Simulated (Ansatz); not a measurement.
## Na (C2/m) under several functionals

Plane-wave DFT in Ansatz with scalar-relativistic PAW potentials. The same structure was relaxed (cell and atoms, symmetry kept) in separate runs at each level. This form isn't the element's structure at ambient conditions. No spin polarisation.

```csv
level,cutoff (eV),k mesh,V (Å³/atom),a (Å),b (Å),c (Å),β (°)
PBE+D3(BJ),420,14×14×6,34.023,6.265,3.662,9.208,104.890
PBE,420,14×14×6,37.014,6.449,3.761,9.471,104.836
r2SCAN,500,14×14×6,37.713,6.473,3.794,9.530,104.820
```

Question: Where does PBEsol (420 eV, k mesh 14×14×6) fall?

Answer: V (Å³/atom) 36.368, a (Å) 6.408, b (Å) 3.741, c (Å) 9.416, β (°) 104.837. Its volume is between those of PBE+D3(BJ) and PBE. The usual order of volumes, PBEsol < PBE, holds here (36.368, 37.014 Å³/atom). As a rule PBEsol, built on the gradient expansion of slowly varying densities, lies between LDA and PBE; PBE's stronger gradient term for exchange weakens bonds. Adding D3 to PBE changes the volume by -8.1 %; the term is attractive, so it pulls cells in. In metals the pairwise form ignores screening by the conduction electrons and often pulls in too far. r2SCAN lies 1.9 % over PBE in volume.